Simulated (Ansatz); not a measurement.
Sb under strains and displacements

The calculation used DFT PBE, scalar-relativistic, plane waves, PAW in Ansatz.

Plane waves to 420 eV, a k mesh through Γ of 12×12×8 on the computed 2-atom cell and Gaussian smearing (0.10 eV); no spin polarisation.

Reference cell:

```
Sb
1.0
     3.36900    0.00000    0.00000
    -1.68450    2.91764    0.00000
     0.00000    0.00000    5.33000
Sb
2
Direct
  0.33333 0.66667 0.25000
  0.66667 0.33333 0.75000
```

Each variant moves atoms of this cell by the vectors given, if any (Å), and then applies a symmetric strain (tensor components, Cartesian axes). The reference cell isn't relaxed at this level. Energies are per atom at zero smearing, counted from the lowest variant. Pressure is positive in compression.

1. strain (xx yy zz yz xz xy, %) 3.17 3.17 1.67 0.00 0.00 0.00
2. strain (xx yy zz yz xz xy, %) 4.45 3.47 2.48 -1.00 0.35 0.98; moves: Sb1 (0.028, 0.047, 0.025); Sb2 (-0.028, -0.047, -0.025)
3. strain (xx yy zz yz xz xy, %) 2.29 2.29 3.79 0.00 0.00 0.00; moves: Sb1 (0.000, 0.000, -0.060); Sb2 (0.000, 0.000, 0.060)

| result | ΔE (meV/atom) | P (GPa) | largest force (eV/Å) |
| --- | --- | --- | --- |
| A | 0.0 | -1.76 | 0.07 |
| B | 5.2 | -1.72 | 0.00 |
| C | 13.1 | -2.71 | 0.03 |

(1) Which variant gave which result?

Results:

(1) A is 3, B is 1, C is 2. The pressure falls as the cell grows: from the smallest volume to the largest the variants are 1, 3, 2.

This form isn't the element's structure at ambient conditions.